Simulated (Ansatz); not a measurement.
Space group P6_3mc (No. 186). a = 4.577 Å, b = 4.577 Å, c = 7.452 Å, α = 90.00°, β = 90.00°, γ = 120.00°
| atom | site | symmetry | x | y | z |
| --- | --- | --- | --- | --- | --- |
| Mg | 2b | 3m. | 0.3333 | 0.6667 | 0.0044 |
| Te | 2b | 3m. | 0.3333 | 0.6667 | 0.3806 |

Equation of state of this MgTe structure (not necessarily the ground state), with shape and atoms relaxed at each volume where symmetry leaves them free. These are results of DFT r2SCAN, scalar-relativistic, plane waves, PAW (Ansatz), not measurements.

Plane waves to 500 eV, a k mesh through Γ of 6×6×4 on the computed 4-atom cell and Gaussian smearing (0.02 eV); no spin polarisation.

```
V (Å³/atom) E − E(largest V) (meV/atom) P (GPa) gap on mesh (eV)
     31.779                         3.10     2.63              3.47
     32.793                        -8.99     1.22              3.31
     33.807                       -12.78     0.01              3.16
     34.822                        -9.45    -1.03              3.02
     35.836                         0.00    -1.93              2.88
```

Question: Fit a third-order Birch–Murnaghan equation to E(V).

Answer: V0 = 33.81 Å³/atom, B0 = 37 GPa, B0' = 4.1.

Spin-orbit coupling is left out, which matters for the bands of heavy elements.

Cost: 5 runs of about 4.2 core-minutes in all, on Arm Neoverse V1 (shared hosts).